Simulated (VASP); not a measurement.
# Cd (Fmmm) in VASP: notebook, part 2 of 2

VASP 6.6.1. The steps go on from the part before.

## Step 4: Single point, PBEsol (strain +0.1312 x Voigt [0, 0, 0, 1, 0, 0], atoms carried along)

INCAR

```
SYSTEM = Cd
PREC = Accurate ; ENCUT = 520
EDIFF = 1E-6 ; ISMEAR = 0
SIGMA = 0.15 ; LREAL = .FALSE.
LASPH = .TRUE. ; NELM = 100
ALGO = Fast ; ISIF = 2
LWAVE = .FALSE. ; LCHARG = .TRUE.
GGA = PS ; LELF = .TRUE.
LVHAR = .TRUE. ; NBANDS = 12
```

KPOINTS

```
regular mesh
0
G
  18 18 18
  0 0 0
```

POSCAR

```
Cd
1.0
   -1.7843220000      1.9013735232      1.9013735232
    1.7843220000     -1.6672704768      1.6672704768
    1.7843220000      1.6672704768     -1.6672704768
Cd
1
Direct
    0.0000000000      0.0000000000      0.0000000000
```

Potentials or basis: VASP PAW PBE potentials, release 64 (Cd).

Command:

```
> cat potpaw_PBE.64/Cd/POTCAR > POTCAR
> mpirun -np 1 vasp_std > vasp.out
```

OUTCAR:

```text
SYSTEM = Cd
   PREC = Accurate
   ENCUT = 520
   EDIFF = 1E-6
   ISMEAR = 0
   LREAL = .FALSE.
   LASPH = .TRUE.
   NELM = 100
   ISIF = 2
   GGA = PS

 ion  position               nearest neighbor table
   1  0.000  0.000  0.000-

  LATTYP: Found a face centered orthorhombic cell.
 ALAT       =     3.5686440000
 B/A-ratio  =     1.3214411527
 C/A-ratio  =     1.5069859721

  Lattice vectors:

 A1 = (   0.0000000000,   3.5686440000,   0.2341030464)
 A2 = (   1.7843220000,   1.9013735232,   1.9013735232)
 A3 = (   1.7843220000,   1.6672704768,  -1.6672704768)

Analysis of symmetry for initial positions (statically):
=====================================================================
 Subroutine PRICEL returns:
 Original cell was already a primitive cell.

 Routine SETGRP: Setting up the symmetry group for a
 face centered orthorhombic supercell.

 Subroutine GETGRP returns: Found  8 space group operations
 (whereof  8 operations were pure point group operations)
 out of a pool of  8 trial point group operations.

The static configuration has the point symmetry D_2h.

Analysis of symmetry for dynamics (positions and initial velocities):
=====================================================================
 Subroutine PRICEL returns:
 Original cell was already a primitive cell.

 Routine SETGRP: Setting up the symmetry group for a
 face centered orthorhombic supercell.

 Subroutine GETGRP returns: Found  8 space group operations
 (whereof  8 operations were pure point group operations)
 out of a pool of  8 trial point group operations.

The dynamic configuration has the point symmetry D_2h.

 Subroutine INISYM returns: Found  8 space group operations
 (whereof  8 operations are pure point group operations),
 and found     1 'primitive' translations

----------------------------------------------------------------------------------------

                                     Primitive cell

  volume of cell :      22.6259

  direct lattice vectors                    reciprocal lattice vectors
    -1.784322000  1.901373523  1.901373523     0.000000000  0.262967793  0.262967793
     1.784322000 -1.667270477  1.667270477     0.280218481 -0.018461780  0.281429574
     1.784322000  1.667270477 -1.667270477     0.280218481  0.281429574 -0.018461780

  length of vectors
     3.227111332  2.956921826  2.956921826     0.371892620  0.397574948  0.397574948

  position of ions in fractional coordinates (direct lattice)
     0.000000000  0.000000000  0.000000000

  ion indices of the primitive-cell ions
   primitive index   ion index
                 1           1

----------------------------------------------------------------------------------------

 KPOINTS: regular mesh

Automatic generation of k-mesh.
 Grid dimensions read from file:
 generate k-points for:   18   18   18

 Generating k-lattice:

  Cartesian coordinates                     Fractional coordinates (reciprocal lattice)
     0.000000000  0.014609322  0.014609322     0.055555556  0.000000000  0.000000000
     0.015567693 -0.001025654  0.015634976    -0.000000000  0.055555556  0.000000000
     0.015567693  0.015634976 -0.001025654    -0.000000000  0.000000000  0.055555556

  Length of vectors
     0.020660701  0.022087497  0.022087497

  Shift w.r.t. Gamma in fractional coordinates (k-lattice)
     0.000000000  0.000000000  0.000000000

 Subroutine IBZKPT returns following result:
 ===========================================

 Found    865 irreducible k-points:

 Following reciprocal coordinates:
            Coordinates               Weight
  0.000000  0.000000  0.000000      1.000000
  0.055556  0.000000  0.000000      2.000000
  0.111111  0.000000  0.000000      2.000000
  0.166667  0.000000  0.000000      2.000000
  0.222222  0.000000  0.000000      2.000000
  0.277778  0.000000  0.000000      2.000000
[... 16 lines left out ...]
  0.166667  0.111111  0.000000      8.000000
  0.222222  0.111111 -0.000000      8.000000
 [... further k-points ...]
   k-points           NKPTS =    865   k-points in BZ     NKDIM =    865   number of bands    NBANDS=     12
   number of dos      NEDOS =    301   number of ions     NIONS =      1
   total plane-waves  NPLWV =  13824
   dimension x,y,z NGX =    24 NGY =   24 NGZ =   24
   dimension x,y,z NGXF=    48 NGYF=   48 NGZF=   48
   ions per type =               1
   NGX,Y,Z   is equivalent  to a cutoff of  12.36, 13.49, 13.49 a.u.
   NGXF,Y,Z  is equivalent  to a cutoff of  24.73, 26.99, 26.99 a.u.
 SYSTEM =  Cd
   PREC   = accura    normal or accurate (medium, high low for compatibility)
   ISTART =      0    job   : 0-new  1-cont  2-samecut
   ICHARG =      2    charge: 1-file 2-atom 10-const
   ISPIN  =      1    spin polarized calculation?
   LNONCOLLINEAR =      F non collinear calculations
   LSORBIT =      F    spin-orbit coupling
   LASPH  =      T    aspherical Exc in radial PAW
   ENCUT  =  520.0 eV  38.22 Ry    6.18 a.u.   6.00  5.50  5.50*2*pi/ulx,y,z
   NELM   =    100;   NELMIN=  2; NELMDL= -5     # of ELM steps
   EDIFF  = 0.1E-05   stopping-criterion for ELM
   LREAL  =      F    real-space projection
   EDIFFG = 0.1E-04   stopping-criterion for IOM
   NSW    =      0    number of steps for IOM
   IBRION =     -1    ionic relax: 0-MD 1-quasi-New 2-CG
   NFREE  =      0    steps in history (QN), initial steepest desc. (CG)
   ISIF   =      2    stress and relaxation
   ISYM   =      2    0-nonsym 1-usesym 2-fastsym
   POTIM  = 0.5000    time-step for ionic-motion
   TEBEG  =    0.0;   TEEND  =   0.0 temperature during run
   PSTRESS=    0.0 pullay stress
   NELECT =      12.0000    total number of electrons
   NUPDOWN=      -1.0000    fix difference up-down
   EMIN   =  10.00;   EMAX   =-10.00  energy-range for DOS
   EFERMI =   0.00;   METHOD = LEGACY
   ISMEAR =     0;   SIGMA  =   0.15  broadening in eV -4-tet -1-fermi 0-gaus
   EFERMI_NEDOS =   21; number of points for ismear=-14 and -15
   IALGO  =     68    algorithm
   IMIX   =      4    mixing-type and parameters
     AMIX     =   0.40;   BMIX     =  1.00
     AMIX_MAG =   1.60;   BMIX_MAG =  1.00
  volume/ion in A,a.u.               =      22.63       152.69
  Fermi-wavevector in a.u.,A,eV,Ry     =   1.325154  2.504178 23.892280  1.756033
  Thomas-Fermi vector in A             =   2.454636
   LORBIT       =      0    0 simple, 1 ext, 2 COOP (PROOUT), +10 PAW based schemes
   GGA     = PS    functional components
   LHFCALC =     F    Hartree Fock is set to
   AEXX    =    0.0000 exact exchange contribution
   IVDW    =     0    specifies the selected vdW correction
   LEPSILON=     F    determine dielectric tensor
   LRPA    =     F    only Hartree local field effects (RPA)
 non-spin polarized calculation
 RMM-DIIS sequential band-by-band and
 Gauss-broadening in eV      SIGMA  =   0.15
  energy-cutoff  :      520.00
  volume of cell :       22.63
 maximum number of plane-waves:       625
   NGX = 11   NGY = 11   NGZ = 11

 number of electron      12.0000002 magnetization

 Free energy of the ion-electron system (eV)
  ---------------------------------------------------
  ext. energy  EPLUGINS =         0.00000000
  ---------------------------------------------------
  free energy    TOTEN  =        -1.11885394 eV

  energy without entropy =       -1.11529855  energy(sigma->0) =       -1.11707625

 E-fermi :   2.4074     XC(G=0): -10.9666

 val. band max:        2.4053118374   @ k =   0.2778   0.5000   0.4444
 cond. band min:       2.4098073989   @ k =  -0.3889  -0.4444   0.1667
 fundamental gap:      0.0044955614
 Fermi energy:         2.4074354792

 k-point     1 :       0.0000    0.0000    0.0000
  band No.  band energies     occupation
      1      -6.9571      2.00000
      2      -6.7628      2.00000
      3      -6.4216      2.00000
      4      -6.1220      2.00000
      5      -6.0345      2.00000
      6      -5.9810      2.00000
      7      15.1128      0.00000
      8      17.7663      0.00000
      9      17.9174      0.00000
     10      18.3751      0.00000
     11      18.4986      0.00000
     12      18.9729      0.00000
[... 331 lines left out ...]
 k-point    24 :       0.2222    0.1111   -0.0000
  band No.  band energies     occupation
      1      -7.0499      2.00000
      2      -6.8625      2.00000
      3      -6.1445      2.00000
      4      -6.0388      2.00000
      5      -5.9577      2.00000
      6      -3.8520      2.00000
      7       6.7439      0.00000
      8      11.6173      0.00000
      9      14.1864      0.00000
     10      17.6998      0.00000
     11      20.0797      0.00000
     12      21.7736      0.00000

 [... further k-points ...]
[... 5 lines left out ...]
  --------------------------------------------------------------------------------------
  -------------------------------------------------------------------------------------
  Total       -0.3126021     -0.2324154     -0.2324154      0.0000000     -0.1333604      0.0000000
  in kB      -22.1358298    -16.4576856    -16.4576856      0.0000000     -9.4434492      0.0000000
  external PRESSURE =     -18.3504003 kB  Pullay stress =       0.0000000 kB

 VOLUME and BASIS-vectors are now :
 -----------------------------------------------------------------------------
  energy-cutoff  :      520.00
  volume of cell :       22.63
      direct lattice vectors                 reciprocal lattice vectors
    -1.784322000  1.901373523  1.901373523     0.000000000  0.262967793  0.262967793
     1.784322000 -1.667270477  1.667270477     0.280218481 -0.018461780  0.281429574
     1.784322000  1.667270477 -1.667270477     0.280218481  0.281429574 -0.018461780

 POSITION                                       TOTAL-FORCE (eV/Angst)
 -----------------------------------------------------------------------------------
      0.00000      0.00000      0.00000        -0.000000      0.000000     -0.000000
 -----------------------------------------------------------------------------------
    total drift:                                0.000000      0.000000      0.000000

  FREE ENERGIE OF THE ION-ELECTRON SYSTEM (eV)
  ---------------------------------------------------
  free  energy   TOTEN  =        -1.1188539431 eV

  energy  without entropy=       -1.1152985524  energy(sigma->0) =       -1.11707625
```

OSZICAR:

```text
N       E                     dE             d eps       ncg     rms          rms(c)
DAV:   1     0.702795728424E+02    0.70280E+02   -0.69277E+03 22100   0.986E+02
DAV:   2     0.927040463071E-01   -0.70187E+02   -0.66672E+02 22644   0.236E+02
DAV:   3    -0.119182496197E+01   -0.12845E+01   -0.12839E+01 24408   0.360E+01
DAV:   4    -0.119338116207E+01   -0.15562E-02   -0.15562E-02 22920   0.124E+00
DAV:   5    -0.119338482561E+01   -0.36635E-05   -0.36637E-05 24312   0.602E-02    0.277E+00
RMM:   6    -0.112446182587E+01    0.68923E-01   -0.11814E-01 21145   0.364E+00    0.227E+00
RMM:   7    -0.111959049326E+01    0.48713E-02   -0.64100E-03 21802   0.707E-01    0.124E+00
RMM:   8    -0.111883228837E+01    0.75820E-03   -0.14364E-03 22963   0.581E-01    0.763E-02
RMM:   9    -0.111884730420E+01   -0.15016E-04   -0.49152E-05 23676   0.854E-02    0.220E-02
RMM:  10    -0.111885485388E+01   -0.75497E-05   -0.21434E-05 22910   0.696E-02    0.154E-02
RMM:  11    -0.111885394314E+01    0.91075E-06   -0.36541E-06 21198   0.203E-02
   1 F= -.11188539E+01 E0= -.11170762E+01  d E =-.355539E-02
```

stdout:

```text
POSCAR found type information on POSCAR Cd
 POSCAR found :  1 types and       1 ions
 scaLAPACK will be used
 -----------------------------------------------------------------------------
|                                                                             |
|                                                                             |
|     You enforced a specific xc type in the INCAR file but a different       |
|     I HOPE YOU KNOW WHAT YOU ARE DOING!                                     |
|                                                                             |
 -----------------------------------------------------------------------------

 LDA part: xc-table for (Slater+PW92), standard interpolation
 POSCAR, INCAR and KPOINTS ok, starting setup
 FFT: planning ... GRIDC
 FFT: planning ... GRID_SOFT
 FFT: planning ... GRID
 WAVECAR not read
 entering main loop
```

It took 64 s on 1 thread of Intel Xeon 6975P-C (Granite Rapids), shared host; peak memory 0.32 GiB.

Results:

| Property | Result |
| --- | --- |
| Free energy | -1.1189 eV |
| Pressure | -1.8 GPa |
| Band gap on the k mesh | none (metal or under the smearing width) |

Levels at points of the mesh, in eV from the Fermi level:
```tsv
k point	band 3	band 4	band 5	band 6	band 7	band 8	band 9	band 10
(0.00, 0.00, 0.00)	-8.83	-8.53	-8.44	-8.39	12.71	15.36	15.51	15.97
(0.50, 0.00, 0.00)	-8.38	-8.32	-8.16	-2.45	-2.09	10.28	10.59	14.29
(0.00, 0.50, 0.00)	-8.48	-8.43	-8.05	-1.96	-0.88	8.07	11.39	12.29
(0.00, 0.50, 0.50)	-8.59	-8.52	-7.88	-1.35	0.38	8.17	9.40	12.77
(0.50, 0.50, 0.50)	-8.35	-8.16	-7.93	3.15	3.39	3.97	5.68	8.01
```

Caveat: the PAW data sets were made with another functional, which shifts forces and pressure a little.

## Step 5: Single point, PBEsol (strain -0.0750 x Voigt [0, 0, 0, 1, 0, 0], atoms carried along)

INCAR

```
SYSTEM = Cd
PREC     = Accurate       ! precision mode
ENCUT    = 520            ! plane-wave cutoff, eV
EDIFF    = 1E-6           ! SCF threshold, eV
ISMEAR   = 0              ! smearing method
SIGMA    = 0.15           ! smearing width, eV
LREAL    = .FALSE.        ! projectors in reciprocal space
LASPH    = .TRUE.         ! aspherical terms in the spheres
NELM     = 100            ! most SCF steps
ALGO     = Fast           ! electronic algorithm
ISIF     = 2              ! what is computed and relaxed
LWAVE    = .FALSE.        ! write WAVECAR
LCHARG   = .FALSE.        ! write CHGCAR
GGA      = PS             ! functional
NBANDS   = 12             ! bands
```

KPOINTS is that of step 4.

POSCAR

```
Cd
1.0
   -1.7843220000      1.7174099250      1.7174099250
    1.7843220000     -1.8512340750      1.8512340750
    1.7843220000      1.8512340750     -1.8512340750
Cd
1
Direct
    0.0000000000      0.0000000000      0.0000000000
```

Potentials or basis: VASP PAW PBE potentials, release 64 (Cd).

Command:

```
> cat potpaw_PBE.64/Cd/POTCAR > POTCAR
> mpirun -np 1 vasp_std > vasp.out
```

OUTCAR:

```text
SYSTEM = Cd
   PREC = Accurate
   ENCUT = 520
   EDIFF = 1E-6
   ISMEAR = 0
   LREAL = .FALSE.
   LASPH = .TRUE.
   NELM = 100
   ISIF = 2
   GGA = PS

 ion  position               nearest neighbor table
   1  0.000  0.000  0.000-

  LATTYP: Found a face centered orthorhombic cell.
 ALAT       =     3.5686440000
 B/A-ratio  =     1.3611805538
 C/A-ratio  =     1.4672465710

  Lattice vectors:

 A1 = (   0.0000000000,  -0.1338241500,   3.5686440000)
 A2 = (   1.7843220000,  -1.8512340750,   1.8512340750)
 A3 = (   1.7843220000,   1.7174099250,   1.7174099250)

Analysis of symmetry for initial positions (statically):
=====================================================================
 Subroutine PRICEL returns:
 Original cell was already a primitive cell.

 Routine SETGRP: Setting up the symmetry group for a
 face centered orthorhombic supercell.

 Subroutine GETGRP returns: Found  8 space group operations
 (whereof  8 operations were pure point group operations)
 out of a pool of  8 trial point group operations.

The static configuration has the point symmetry D_2h.

[... 163 lines left out ...]
 cond. band min:       2.4253514989   @ k =  -0.4444   0.5000   0.1111
 fundamental gap:      0.0177982899
 Fermi energy:         2.4231520802

 k-point     1 :       0.0000    0.0000    0.0000
  band No.  band energies     occupation
      1      -6.8267      2.00000
      2      -6.7016      2.00000
      3      -6.5236      2.00000
      4      -6.1395      2.00000
      5      -6.0523      2.00000
      6      -6.0340      2.00000
      7      16.2830      0.00000
      8      17.7908      0.00000
      9      17.8121      0.00000
     10      18.2503      0.00000
     11      18.2876      0.00000
     12      19.9085      0.00000
[... 331 lines left out ...]
 k-point    24 :       0.2222    0.1111    0.0000
  band No.  band energies     occupation
      1      -6.7693      2.00000
      2      -6.7074      2.00000
      3      -6.2420      2.00000
      4      -6.1876      2.00000
      5      -6.0677      2.00000
      6      -3.5024      2.00000
      7       9.3667      0.00000
      8      10.8067      0.00000
      9      12.9420      0.00000
     10      16.7284      0.00000
     11      17.9829      0.00000
     12      18.9774      0.00000

 [... further k-points ...]
[... 5 lines left out ...]
  --------------------------------------------------------------------------------------
  -------------------------------------------------------------------------------------
  Total       -0.3327507     -0.3328764     -0.3328764      0.0000000     -0.0529886      0.0000000
  in kB      -23.4942180    -23.5030983    -23.5030983      0.0000000     -3.7413168      0.0000000
  external PRESSURE =     -23.5001382 kB  Pullay stress =       0.0000000 kB

 VOLUME and BASIS-vectors are now :
 -----------------------------------------------------------------------------
  energy-cutoff  :      520.00
  volume of cell :       22.69
      direct lattice vectors                 reciprocal lattice vectors
    -1.784322000  1.717409925  1.717409925     0.000000000  0.291136084  0.291136084
     1.784322000 -1.851234075  1.851234075     0.280218481  0.010522991  0.280613093
     1.784322000  1.851234075 -1.851234075     0.280218481  0.280613093  0.010522991

 POSITION                                       TOTAL-FORCE (eV/Angst)
 -----------------------------------------------------------------------------------
      0.00000      0.00000      0.00000        -0.000000     -0.000000      0.000000
 -----------------------------------------------------------------------------------
    total drift:                                0.000000      0.000000      0.000000

  FREE ENERGIE OF THE ION-ELECTRON SYSTEM (eV)
  ---------------------------------------------------
  free  energy   TOTEN  =        -1.1197622728 eV

  energy  without entropy=       -1.1159517380  energy(sigma->0) =       -1.11785701
```

OSZICAR:

```text
N       E                     dE             d eps       ncg     rms          rms(c)
DAV:   1     0.688387389553E+02    0.68839E+02   -0.69509E+03 22336   0.987E+02
DAV:   2     0.823108087479E-01   -0.68756E+02   -0.65230E+02 22664   0.234E+02
DAV:   3    -0.119127267448E+01   -0.12736E+01   -0.12729E+01 24376   0.357E+01
DAV:   4    -0.119283180013E+01   -0.15591E-02   -0.15591E-02 22912   0.123E+00
DAV:   5    -0.119283546588E+01   -0.36658E-05   -0.36653E-05 24072   0.599E-02    0.273E+00
RMM:   6    -0.112524105588E+01    0.67594E-01   -0.11627E-01 21099   0.360E+00    0.225E+00
RMM:   7    -0.112047827705E+01    0.47628E-02   -0.63241E-03 21697   0.700E-01    0.124E+00
RMM:   8    -0.111974058606E+01    0.73769E-03   -0.14450E-03 22915   0.585E-01    0.772E-02
RMM:   9    -0.111975621606E+01   -0.15630E-04   -0.50879E-05 23699   0.864E-02    0.242E-02
RMM:  10    -0.111976304860E+01   -0.68325E-05   -0.21170E-05 22849   0.695E-02    0.139E-02
RMM:  11    -0.111976227277E+01    0.77583E-06   -0.33293E-06 20661   0.194E-02
   1 F= -.11197623E+01 E0= -.11178570E+01  d E =-.381053E-02
```

Wall time 57 s (1 thread of Intel Xeon 6975P-C (Granite Rapids), shared host); peak memory 0.32 GiB.

What came out:

```
Free energy            : -1.1198 eV
Pressure               : -2.4 GPa
Band gap on the k mesh : none (metal or under the smearing width)
```

Caveat: the PAW data sets were made with another functional, which shifts forces and pressure a little.

## Step 6: Summary

| cell | gap on the mesh (eV) | pressure (GPa) |
| --- | --- | --- |
| strain +0.0937 x Voigt [0, 0, 0, 1, 0, 0], atoms carried along | none | -2.2 |
| strain -0.1500 x Voigt [0, 0, 0, 1, 0, 0], atoms carried along | none | -1.6 |
| strain +0.1312 x Voigt [0, 0, 0, 1, 0, 0], atoms carried along | none | -1.8 |
| strain -0.0750 x Voigt [0, 0, 0, 1, 0, 0], atoms carried along | none | -2.4 |

Alike in all rows: task single point; level PBEsol; potentials or basis VASP PAW PBE potentials, release 64 (Cd); no spin polarisation; k mesh 18 × 18 × 18; cutoff (eV) 520; smearing gaussian 0.15 eV.

Caveats: the PAW data sets were made with another functional, which shifts forces and pressure a little.

Absolute energies hang on the potentials; compare differences alone.
